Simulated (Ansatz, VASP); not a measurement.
# Cross-check of SiC between VASP and Ansatz, part 2 of 2

Aim: how closely do two programs agree when they are given the same cell, functional and k mesh? The cell is taken from a series of runs on this material, whose earlier steps may have relaxed, scaled, displaced or heated it; both programs get it as it stands.

VASP 6.6.1 and Ansatz 0.2.0.

So far: Starting point; Ansatz: relaxation of cell and atoms, PBEsol, pair 1; VASP: relaxation of cell and atoms, PBEsol, pair 1; Differences.

## 5. VASP: relaxation of cell and atoms, PBEsol, pair 2

Level of this step: PBEsol; plane waves and PAW (Si, C) (VASP).

The relaxed volume is the usual yardstick between codes: in a stiff, nearly cubic crystal its relative difference is about their pressure difference at one cell divided by the bulk modulus. This pair takes another cell of the material, with 8 atoms against 4 for the pair before.

The input, INCAR:

```
SYSTEM = SiC
PREC = Accurate
ENCUT = 600
EDIFF = 1E-07
NELM = 120
ISMEAR = -1
SIGMA = 0.02
LREAL = .FALSE.
ALGO = Normal
GGA = PS
NBANDS = 24
LORBIT = 11
LWAVE = .FALSE.
LCHARG = .FALSE.
ISIF = 3
IBRION = 2
NSW = 80
EDIFFG = -0.005
LASPH = .TRUE.
GGA_COMPAT = .FALSE.
NELMIN = 4
EFERMI = MIDGAP
KPAR = 4
```

The input, POSCAR:

```
SiC
1.0
    3.0800000000      0.0000000000      0.0000000000
   -1.5400000000      2.6673582400      0.0000000000
    0.0000000000      0.0000000000     10.0592378800
Si C
4 4
Direct
    0.6666666567      0.3333333233      0.0000000000
    0.9999999900      0.9999999900      0.2500000000
    0.3333333233      0.6666666567      0.5000000000
    0.9999999900      0.9999999900      0.7500000000
    0.6666666567      0.3333333233      0.1875000000
    0.9999999900      0.9999999900      0.4375000000
    0.3333333233      0.6666666567      0.6875000000
    0.9999999900      0.9999999900      0.9375000000
```

The input, KPOINTS:

```
Automatic mesh
0
Gamma
12 12 4
0 0 0
```

PAW data sets: Si and C (PBE family, release 64).

Run with:

```
$ mpirun -np 4 vasp_std
```

Numbers of over 12 decimals in the logs are rounded to 6 here.

Output:

```text
[banner, memory and clock lines left out]
running    4 mpi-ranks, on    1 nodes
[...]
[... a notice as in an earlier step ...]

 LDA part: xc-table for (Slater+PW92), standard interpolation
 POSCAR, INCAR and KPOINTS ok, starting setup
[...]
entering main loop
       N       E                     dE             d eps       ncg     rms          rms(c)
DAV:   1     0.803773725598E+02    0.80377E+02   -0.15690E+04  2736   0.133E+03
DAV:   2    -0.639526837939E+02   -0.14433E+03   -0.13407E+03  3792   0.213E+02
DAV:   3    -0.707862571652E+02   -0.68336E+01   -0.67909E+01  3648   0.443E+01
DAV:   4    -0.708749108618E+02   -0.88654E-01   -0.88585E-01  3536   0.589E+00
[...]
DAV:  12    -0.636744034156E+02   -0.25604E-06   -0.43618E-06  3528   0.111E-02    0.510E-03
DAV:  13    -0.636744038508E+02   -0.43520E-06   -0.60868E-07  3616   0.369E-03    0.255E-03
DAV:  14    -0.636744038044E+02    0.46442E-07   -0.34857E-08  2536   0.112E-03
   1 F= -.63674404E+02 E0= -.63674404E+02  d E =-.636744E+02
[... from here on, the cycles between the ionic steps are left out ...]
   2 F= -.63674066E+02 E0= -.63674066E+02  d E =0.337545E-03
   3 F= -.63676053E+02 E0= -.63676053E+02  d E =-.164916E-02
   4 F= -.63676113E+02 E0= -.63676113E+02  d E =-.601262E-04
   5 F= -.63676130E+02 E0= -.63676130E+02  d E =-.766744E-04
[...]
reached required accuracy - stopping structural energy minimisation
```

From OUTCAR (step 5):

```text
  Total       -0.0114715     -0.0114715     -0.0021413     -0.0000000      0.0000000      0.0000000
  in kB       -0.2220761     -0.2220761     -0.0414537     -0.0000000      0.0000000      0.0000000
  external PRESSURE =      -0.1618686 kB  Pullay stress =       0.0000000 kB

 POSITION                                       TOTAL-FORCE (eV/Angst)
 -----------------------------------------------------------------------------------
      1.53958      0.88888     10.07853        -0.000000     -0.000000     -0.000318
      1.53958      2.66663      2.51824        -0.000000     -0.000000      0.001205
     -0.00000      1.77775      5.03882        -0.000000     -0.000000     -0.000318
      1.53958      2.66663      7.55795        -0.000000     -0.000000      0.001205
      1.53958      0.88888      1.89437        -0.000000     -0.000000     -0.000251
      1.53958      2.66663      4.40777        -0.000000      0.000000     -0.000636
     -0.00000      1.77775      6.93408         0.000000      0.000000     -0.000251
      1.53958      2.66663      9.44747         0.000000     -0.000000     -0.000636
 -----------------------------------------------------------------------------------
    total drift:                                0.000019      0.000034     -0.000267

  FREE ENERGIE OF THE ION-ELECTRON SYSTEM (eV)
  ---------------------------------------------------
  free  energy   TOTEN  =       -63.6761296354 eV

  energy  without entropy=      -63.6761296354  energy(sigma->0) =      -63.67612964

[... 1 part as in an earlier step ...]

[... 3 further parts left out ...]
[key lines of the parts left out:]
E-fermi :   9.1782
```

## 6. Ansatz: relaxation of cell and atoms, PBEsol, pair 2

The same cell, functional, mesh and smearing now go to Ansatz.

The cell is taken from a series of runs on this material, whose earlier steps may have relaxed, scaled, displaced or heated it; both programs get it as it stands.

The input, input.yaml:

```yaml
crystal:
  lattice:
    - [3.08, 0.0, 0.0]
    - [-1.54, 2.66735824, 0.0]
    - [0.0, 0.0, 10.05923788]
  atoms:
    - { symbol: Si, position: [0.66666667, 0.33333333, 0.0] }
    - { symbol: Si, position: [0.0, 0.0, 0.25] }
    - { symbol: Si, position: [0.33333333, 0.66666667, 0.5] }
    - { symbol: Si, position: [0.0, 0.0, 0.75] }
    - { symbol: C, position: [0.66666667, 0.33333333, 0.1875] }
    - { symbol: C, position: [0.0, 0.0, 0.4375] }
    - { symbol: C, position: [0.33333333, 0.66666667, 0.6875] }
    - { symbol: C, position: [0.0, 0.0, 0.9375] }
kpoints:
  mp_grid: { grid: [12, 12, 4] }
scf:
  occupations: { method: fermi_dirac, width: 0.02 }
hamiltonian:
  xc: pbesol
  pseudopotentials: { kind: paw, azcp: { folder: soft_1 }, xc_functional: pbe }
basis:
  ecutwfc: 600
output:
  forces: true
  stress: true
relax:
  f_tol: 0.005
  max_steps: 70
  cell: { stress_tol: 0.02, p_target: 0 }
```

Run with:

```
$ ansatz run input.yaml --threads 4 --pin off --max-ram 10240MiB --backend cpu --events-out ev --progress --plain --runs-dir out
```

Output:

```text
[...]
Crystal: 8 atoms, lattice volume = 82.641 Å³
Basis set: ecut = 600 eV, 2753 PW (Γ), exchange–correlation on 50×50×162 points (8 copies of the dense FFT grid, shifted against one another)
Bands: 24, of which v1, the nominal top of the filled ones, is band 16 counted from 1 (15 counted from 0)
Symmetry: 12 space group operations
[...]
k-points: 57 of 576 (time reversal used)
[...]
- [0, 0, 10.075982]
  atoms:
    - { symbol: Si, position: [0.666667, 0.333333, -8.654664684786765e-5] }
    - { symbol: Si, position: [0, 0, 0.249841] }
    - { symbol: Si, position: [0.333333, 0.666667, 0.499913] }
    - { symbol: Si, position: [0, 0, 0.749841] }
    - { symbol: C, position: [0.666667, 0.333333, 0.187944] }
    - { symbol: C, position: [0, 0, 0.437302] }
    - { symbol: C, position: [0.333333, 0.666667, 0.687944] }
    - { symbol: C, position: [0, 0, 0.937302] }
[key lines of the parts left out:]
SCF converged after 8 iterations
Free energy (F): -3474.858490 eV
Fermi energy:    10.559125 eV
P = ⅓ Tr σ = 0.0001 GPa (0.001 kbar)
```

## 7. Differences

Compared:

```csv
quantity,Ansatz,VASP,difference
volume (Å³),82.67,82.76,-0.11 %
"edge a after relaxation, in the typed setting (Å)",3.078,3.079,-0.04 %
"edge c after relaxation, in the typed setting (Å)",10.076,10.079,-0.03 %
```

## 8. Ansatz: relaxation of cell and atoms, PBEsol, pair 3

The relaxed volume is the usual yardstick between codes: in a stiff, nearly cubic crystal its relative difference is about their pressure difference at one cell divided by the bulk modulus. This pair takes another cell of the material, with 12 atoms against 8 for the pair before.

The cell is taken from a series of runs on this material, whose earlier steps may have relaxed, scaled, displaced or heated it; both programs get it as it stands.

input.yaml, the sections that differ from step 6:

```yaml
crystal:
  lattice:
    - [3.08, 0.0, 0.0]
    - [-1.54, 2.66735824, 0.0]
    - [0.0, 0.0, 15.08885682]
  atoms:
    - { symbol: Si, position: [0.0, 0.0, 0.0] }
    - { symbol: Si, position: [0.33333333, 0.66666667, 0.16666667] }
    - { symbol: Si, position: [0.66666667, 0.33333333, 0.33333333] }
    - { symbol: Si, position: [0.0, 0.0, 0.5] }
    - { symbol: Si, position: [0.66666667, 0.33333333, 0.66666667] }
    - { symbol: Si, position: [0.33333333, 0.66666667, 0.83333333] }
    - { symbol: C, position: [0.0, 0.0, 0.125] }
    - { symbol: C, position: [0.33333333, 0.66666667, 0.29166667] }
    - { symbol: C, position: [0.66666667, 0.33333333, 0.45833333] }
    - { symbol: C, position: [0.0, 0.0, 0.625] }
    - { symbol: C, position: [0.66666667, 0.33333333, 0.79166667] }
    - { symbol: C, position: [0.33333333, 0.66666667, 0.95833333] }
kpoints:
  mp_grid: { grid: [12, 12, 3] }
output:
  forces: true
  stress: true
  write_density: true
  write_potential: true
  elf: true
  volumetric_format: npy
# scf, hamiltonian, basis, relax: as in step 6
```

Output:

```text
[...]
Crystal: 12 atoms, lattice volume = 123.962 Å³
Basis set: ecut = 600 eV, 4141 PW (Γ), exchange–correlation on 50×50×250 points (8 copies of the dense FFT grid, shifted against one another)
Bands: 36, of which v1, the nominal top of the filled ones, is band 24 counted from 1 (23 counted from 0)
Symmetry: 12 space group operations
[...]
- { symbol: Si, position: [0.666667, 0.333333, 0.666686] }
    - { symbol: Si, position: [0.333333, 0.666667, 0.833180] }
    - { symbol: C, position: [0, 0, 0.125314] }
    - { symbol: C, position: [0.333333, 0.666667, 0.291681] }
    - { symbol: C, position: [0.666667, 0.333333, 0.458174] }
    - { symbol: C, position: [0, 0, 0.625314] }
    - { symbol: C, position: [0.666667, 0.333333, 0.791681] }
    - { symbol: C, position: [0.333333, 0.666667, 0.958174] }
[key lines of the parts left out:]
SCF converged after 8 iterations
Free energy (F): -5212.285220 eV
Fermi energy:    10.428910 eV
P = ⅓ Tr σ = 0.0003 GPa (0.003 kbar)
```

## 9. VASP: relaxation of cell and atoms, PBEsol, pair 3

The same cell, functional, mesh and smearing now go to VASP, with its own data sets.

Changes to INCAR since step 5:

```diff
@@ -10,3 +10,3 @@
 GGA = PS
-NBANDS = 24
+NBANDS = 36
 LORBIT = 11
```

The input, POSCAR:

```
SiC
1.0
    3.0800000000      0.0000000000      0.0000000000
   -1.5400000000      2.6673582400      0.0000000000
    0.0000000000      0.0000000000     15.0888568200
Si C
6 6
Direct
    0.0000000000      0.0000000000      0.0000000000
    0.3333333333      0.6666666667      0.1666666700
    0.6666666667      0.3333333333      0.3333333300
    0.0000000000      0.0000000000      0.5000000000
    0.6666666667      0.3333333333      0.6666666700
    0.3333333333      0.6666666667      0.8333333300
    0.0000000000      0.0000000000      0.1250000000
    0.3333333333      0.6666666667      0.2916666700
    0.6666666667      0.3333333333      0.4583333300
    0.0000000000      0.0000000000      0.6250000000
    0.6666666667      0.3333333333      0.7916666700
    0.3333333333      0.6666666667      0.9583333300
```

The input, KPOINTS:

```
Automatic mesh
0
Gamma
12 12 3
0 0 0
```

Run with:

```
$ mpirun -np 4 vasp_std
```

Output:

```text
[banner, memory and clock lines left out]
running    4 mpi-ranks, on    1 nodes
[...]
[... a notice as in an earlier step ...]

 LDA part: xc-table for (Slater+PW92), standard interpolation
 POSCAR, INCAR and KPOINTS ok, starting setup
[...]
entering main loop
       N       E                     dE             d eps       ncg     rms          rms(c)
DAV:   1     0.136186889696E+03    0.13619E+03   -0.23809E+04  2736   0.134E+03
DAV:   2    -0.931610549124E+02   -0.22935E+03   -0.21520E+03  3564   0.222E+02
DAV:   3    -0.106105677068E+03   -0.12945E+02   -0.12845E+02  3604   0.493E+01
DAV:   4    -0.106307163673E+03   -0.20149E+00   -0.20104E+00  3504   0.701E+00
[...]
DAV:  12    -0.955103750178E+02    0.75977E-06   -0.81385E-06  3444   0.131E-02    0.798E-03
DAV:  13    -0.955103756078E+02   -0.59002E-06   -0.16391E-06  3432   0.543E-03    0.270E-03
DAV:  14    -0.955103756139E+02   -0.60254E-08   -0.16012E-07  2372   0.222E-03
   1 F= -.95510376E+02 E0= -.95510376E+02  d E =-.955104E+02
[... from here on, the cycles between the ionic steps are left out ...]
   2 F= -.95510222E+02 E0= -.95510222E+02  d E =0.153843E-03
   3 F= -.95511705E+02 E0= -.95511705E+02  d E =-.132961E-02
   4 F= -.95511872E+02 E0= -.95511872E+02  d E =-.166924E-03
   5 F= -.95511872E+02 E0= -.95511872E+02  d E =-.166977E-03
   6 F= -.95511875E+02 E0= -.95511875E+02  d E =-.237406E-05
 trial-energy change:   -0.000002  1 .order   -0.000002   -0.000016    0.000013
 step:   0.5343(harm=  0.5042)  dis= 0.00011  next Energy=   -95.511877 (dE=-0.488E-05)
 reached required accuracy - stopping structural energy minimisation
```

From OUTCAR (step 9):

```text
  Total        0.0322212      0.0322212      0.0090450      0.0000000      0.0000000      0.0000000
  in kB        0.4159074      0.4159074      0.1167514      0.0000000      0.0000000      0.0000000
  external PRESSURE =       0.3161887 kB  Pullay stress =       0.0000000 kB

 POSITION                                       TOTAL-FORCE (eV/Angst)
 -----------------------------------------------------------------------------------
      1.53985      2.66710     15.11094         0.000000      0.000000      0.001502
     -0.00000      1.77806      2.51897        -0.000000      0.000000     -0.001360
      1.53985      0.88903      5.03475        -0.000000     -0.000000      0.004409
      0.00000     -0.00000      7.55518        -0.000000     -0.000000      0.001502
      1.53985      0.88903     10.07473         0.000000      0.000000     -0.001360
     -0.00000      1.77806     12.59051        -0.000000     -0.000000      0.004409
      0.00000     -0.00000      1.89372        -0.000000      0.000000     -0.001082
     -0.00000      1.77806      4.40778         0.000000      0.000000     -0.001278
      1.53985      0.88903      6.92370        -0.000000     -0.000000     -0.002191
     -1.53985      2.66710      9.44948         0.000000     -0.000000     -0.001082
      1.53985      0.88903     11.96354        -0.000000      0.000000     -0.001278
     -0.00000      1.77806     14.47946         0.000000      0.000000     -0.002191
 -----------------------------------------------------------------------------------
    total drift:                               -0.000000     -0.000000     -0.000313

  FREE ENERGIE OF THE ION-ELECTRON SYSTEM (eV)
  ---------------------------------------------------
  free  energy   TOTEN  =       -95.5118745753 eV

  energy  without entropy=      -95.5118745753  energy(sigma->0) =      -95.51187458

[... 1 part as in an earlier step ...]

[... 3 further parts left out ...]
[key lines of the parts left out:]
E-fermi :   9.0597
```

## 10. Differences

The two programs side by side:

```csv
quantity,Ansatz,VASP,difference
volume (Å³),124.02,124.12,-0.09 %
"edge a after relaxation, in the typed setting (Å)",3.079,3.080,-0.03 %
"edge c after relaxation, in the typed setting (Å)",15.107,15.111,-0.03 %
```

## 11. Summary of results

* difference in volume (relaxation of cell and atoms, PBEsol, pair 1): -0.12 %
* difference in volume (relaxation of cell and atoms, PBEsol, pair 2): -0.11 %
* difference in volume (relaxation of cell and atoms, PBEsol, pair 3): -0.087 %

**Reading.** The difference in volume is -0.12 % (relaxation of cell and atoms, PBEsol, pair 1), within the 1.2 % picked in this series as the mark of a large difference, as far as the stopping tolerances let one tell. 1 further run of this series is not shown here. How closely two codes agree says nothing of how well the functional describes the real material.

[Lines on the potential files, build, host, timing and source positions are cut from VASP's logs without a mark.]

[Logs are printed without paths, hosts, clocks, repeated set-up lines and the standing remarks that a program may print on its own settings, such as how far it seeks lower states.]

[Hosts, paths, dates, database ids (printed as entryN), source tags and the programs' standing remarks are cut or masked in the printed files.]
